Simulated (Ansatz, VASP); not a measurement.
## Two plane-wave programs on Pt

INCAR

```
SYSTEM = Pt
PREC = Accurate
ENCUT = 520
EDIFF = 1E-6
ISMEAR = 0
SIGMA = 0.15
LREAL = .False.
LASPH = .True.
NELM = 60
ALGO = Fast
ISIF = 2
LWAVE = .False.
LCHARG = .False.
GGA = PS
NBANDS = 11
```

KPOINTS

```
Automatic mesh
0
Gamma
  22 22 22
  0 0 0
```

File POSCAR:

```
Pt
1.0
   -1.5842200000      1.5842200000      1.6159044000
    1.5842200000     -1.5842200000      1.6159044000
    1.5842200000      1.5842200000     -1.6159044000
Pt
1
Direct
    0.0000000000      0.0000000000      0.0000000000
```

Input for Ansatz:

```yaml
crystal:
  lattice:
    - [-1.58422, 1.58422, 1.6159044]
    - [1.58422, -1.58422, 1.6159044]
    - [1.58422, 1.58422, -1.6159044]
  atoms:
    - { symbol: Pt, position: [0.0, 0.0, 0.0] }
basis:
  ecutwfc: 420
kpoints:
  mp_grid: { grid: [22, 22, 22] }
hamiltonian:
  xc: pbesol
scf:
  occupations: { method: gaussian, width: 0.15 }
output:
  forces: true
  stress: true
  eigenvalues: true
```

Change from the starting cell: strain +0.0200 x Voigt [0, 0, 1, 0, 0, 0], atoms carried along.

Alike in both runs: task single point; functional PBEsol; k mesh 22 × 22 × 22; occupations gaussian, width 0.15 eV; no spin polarisation.

|  | VASP | Ansatz |
| --- | --- | --- |
| version | VASP 6.6.1 | Ansatz 0.2.0 |
| potentials or method | VASP PAW PBE potentials, release 64 (Pt) | scalar-relativistic, plane waves, PAW |
| plane-wave cutoff (eV) | 520 | 420 |
| valence electrons in the cell | 10 | 18 |

Ansatz gave:

| Property | Result |
| --- | --- |
| gap on the k mesh at the Fermi level (eV) | none |
| pressure (GPa) | -15.0 |
| largest component of the traceless stress (GPa) | 1.17 |

**Question.** What did VASP give for the same quantities?

**Answer.** gap on the k mesh at the Fermi level (eV): none; pressure (GPa): -15.3; largest component of the traceless stress (GPa): 1.17.

A gap of «none» marks a metal or a gap that the smearing closes. The functional is the same, so the differences come from potentials, cutoffs and numerics. The two sets of potentials don't hold the same shells in valence.

Caveats: so large a pressure means that the cell lies far from this level's equilibrium, or that cutoff or potentials fall short (VASP); the potentials were made for another functional, which shifts forces and pressure (VASP). Spin-orbit coupling is left out, which matters for the levels of Pt.
